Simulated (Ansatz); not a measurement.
Method: r²SCAN, scalar-relativistic; collinear spin; PAW, 500 eV, Γ-centred 12×12×12 mesh, 0.05 eV Gaussian smearing; code Ansatz; PAW files: Ansatz's generated set soft_2.

The calculation on FeX, where X is one element, gave:

```yaml
Space_group: Pm-3m (No. 221)
Conventional_cell: a = 2.838 Å, b = 2.838 Å, c = 2.838 Å, α = 90.00°, β = 90.00°, γ = 90.00°
Volume: 11.43 Å³/atom
Band_gap: zero (metallic)
Density_of_states_at_the_Fermi_level: 0.30 states/(eV·atom)
Magnetic_state: ferromagnetic
Site_spin_moments: Fe 3.09; X 1.96 μB
Spin_moment_of_the_cell: 4.81 μB
Bader_charges: Fe 0.27; X -0.27 e
Formation_energy_from_the_elements_0_K_uncorrected: -0.23 eV/atom
Bulk_modulus_Birch–Murnaghan: 197 GPa
```

Sites: Fe on 1b, X on 1a.

Question: Which element is X?
A. Cu
B. Mn
C. Co
D. Ni

Answer: C. X is Co, so the compound is FeCo.

The chain of runs began from a cell as deposited in COD, expanded in volume.

The run wasn't fully tested for a lower electronic state. Site moments are of spin, integrated over atomic spheres.
